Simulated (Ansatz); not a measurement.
Runs of Ansatz 0.2.0 on W. It takes space group Im-3m (No. 229, cubic). Conventional cell: a = 3.165 Å, b = 3.165 Å, c = 3.165 Å, α = 90.00°, β = 90.00°, γ = 90.00°. W (site symmetry m-3m) has 8 W at 2.74 Å as nearest neighbours. 

```csv
task,level,potentials or basis,cell,k mesh,cutoff (eV),smearing,points for each segment of the path,mesh quality,gap on the mesh (eV),pressure (GPa),relaxed volume (Å³/atom)
ladder of functionals,PBE,SG15 NC,as given,12 × 12 × 12,816,tetrahedron,-,not flagged,none,6.4,-
band structure,LDA,Ansatz PAW,as given,12 × 12 × 12,420,fermi-dirac 0.05 eV,14,not flagged,none,-8.9,-
relaxation of cell and atoms,HSE03,Ansatz PAW,relaxed,6 × 6 × 6,420,fermi-dirac 0.05 eV,-,coarse,none,-,15.71
relaxation of cell and atoms,r2SCAN,Ansatz PAW,relaxed,12 × 12 × 12,500,fermi-dirac 0.05 eV,-,not flagged,none,0.0,(a)
```

Alike in all rows: no spin polarisation.

Question: Estimate the missing entries.

Answer: (a) 15.92.

Caveats: some runs use coarse meshes; the PAW data sets come from PBE, with cores solved anew for the run's functional, which leaves a small shift of forces and pressure (some runs); the plane-wave basis is chosen anew once the cell has moved, so the energies of steps on either side of that aren't comparable (some runs).

A k mesh can miss the band edges, and the runs leave out spin-orbit coupling on W.

A gap of «none» marks a metal or a gap under the smearing width.

Not every run made on this cell is shown here.
